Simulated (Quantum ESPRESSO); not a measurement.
## Converging the plane-wave cutoff: NaBr (I4mm, 2 atoms in the cell)

```
NaBr
1.0
    2.10016    -2.10016     2.97008
    2.10016     2.10016     2.97008
   -2.10016    -2.10016     2.97008
Na Br
1 1
Direct
  0.01683   0.99158   0.99158
  0.00000   0.50000   0.50000
```

Method: PBE, SSSP 1.1.2 efficiency (PBE) pseudopotentials (plane waves; Quantum ESPRESSO).

Base settings: ecutwfc = 40 Ry; ecutrho = 320 Ry; occupations = smearing; smearing = fermi-dirac; degauss = 0.00147 Ry; potentials = {Na: na_pbe_v1.5.uspp.F.UPF, Br: br_pbe_v1.4.uspp.F.UPF}; K_POINTS = automatic 3 3 3 0 0 0; conv_thr = 1e-10 Ry.

Moved along: ecutrho.

The second cell is the first with its lattice scaled by 0.98.

The mesh stays at the base's, so the ladder's end is converged at best in this setting alone.

Only quantities that move along the ladder and can be compared are tabulated; the gap is left out on so coarse a mesh.

The count of work is k-points × plane waves × bands × iterations; it is no time. 

The starting cell has typed, rounded lattice constants, without a prior relaxation at this level. Its lattice was rescaled by up to half a per cent. One atom was moved a little off its site on purpose.

```tsv
ecutwfc	free energy less the last step's (meV/atom)	energy of the compressed cell less the first (meV/atom)	pressure (GPa)	largest difference of a force vector from the last step's (eV/Å)	count of work / last
14 Ry	18787.79	550.89	-344.40	0.006	0.059
16 Ry	9506.60	110.06	-202.11	0.035	0.069
18 Ry	4980.77	68.37	-120.18	0.014	0.065
20 Ry	2643.93	-26.32	-71.64	0.020	0.085
22 Ry	1338.12	4.23	-40.70	0.007	0.098
24 Ry	642.37	-7.05	-21.77	0.004	0.10
28 Ry	127.82	27.98	-4.73	0.001	0.12
32 Ry	22.63	22.57	0.11	0.000	0.15
36 Ry	5.40	21.79	1.28	0.000	0.18
40 Ry	3.93	21.81	1.41	0.000	0.24
44 Ry	3.27	21.83	1.39	0.000	0.29
48 Ry	2.39	21.80	1.39	0.000	0.31
54 Ry	1.91	21.81	1.43	0.000	0.38
60 Ry	1.73	21.81	1.41	0.000	0.44
70 Ry	0.81	21.78	1.40	0.000	0.55
80 Ry	0.14	21.79	1.42	0.000	0.68
96 Ry	0.00	21.79	1.42	0.000	1.0
```

Coarsest ecutwfc that holds the pressure within 0.05 GPa of the last step, with all finer ones: 40 Ry, at 0.24 of the last step's count of work; the step before is off by 0.14 GPa.

Coarsest ecutwfc that holds the energy of the compressed cell less the first within 1 meV/atom of the last step, with all finer ones: 32 Ry, at 0.15 of the last step's count of work; the step before is off by 6.2 meV/atom.

Coarsest ecutwfc that holds the free energy within 5 meV/atom of the last step, with all finer ones: 40 Ry, at 0.24 of the last step's count of work; the step before is off by 5.4 meV/atom.

The energy difference between the two cells stays within 1 meV/atom of the last step's from 32 Ry on, the total only from 70 Ry on: much of the error is common to both cells and cancels.

At the lowest cutoff the pressure lies 346 GPa under the last step's, the usual sign of Pulay stress in an incomplete plane-wave basis.
